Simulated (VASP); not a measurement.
Here is a VASP 6.6.1 calculation.

Contents of INCAR:

```
ALGO = Normal
EDIFF = 1E-7
EDIFFG = -0.01
ENCUT = 600
IBRION = 2
ISIF = 2
ISMEAR = 1
LASPH = True
LCHARG = False
LMIXTAU = True
LREAL = False
LWAVE = False
METAGGA = R2SCAN
NELM = 80
NSW = 40
PREC = Accurate
SIGMA = 0.1
```

KPOINTS

```
k-points
0
Gamma
  10 10 10
```

File POSCAR:

```
Rb                                      
1.0
   -2.9121050764      2.9121050764      2.9121050764
    2.9121050764     -2.9121050764      2.9121050764
    2.9121050764      2.9121050764     -2.9121050764
  Rb            
     1
Direct
     0.0000000000000000    0.0000000000000000    0.0000000000000000
```

Potentials or basis: VASP PAW PBE potentials, release 64 (Rb_sv).

Launch:

```sh
$ cat potpaw_PBE.64/Rb_sv/POTCAR > POTCAR
$ mpirun -np 1 vasp_std > vasp.out
```

Q: Predict the band gap on the k mesh.

A: None (metal or under the smearing width).

Final structure:
```
CELL_PARAMETERS angstrom
-2.91211 2.91211 2.91211
2.91211 -2.91211 2.91211
2.91211 2.91211 -2.91211
ATOMIC_POSITIONS crystal
Rb 0.00000 0.00000 0.00000
```

Caveat: the relaxation stopped at its first step, so nothing moved.
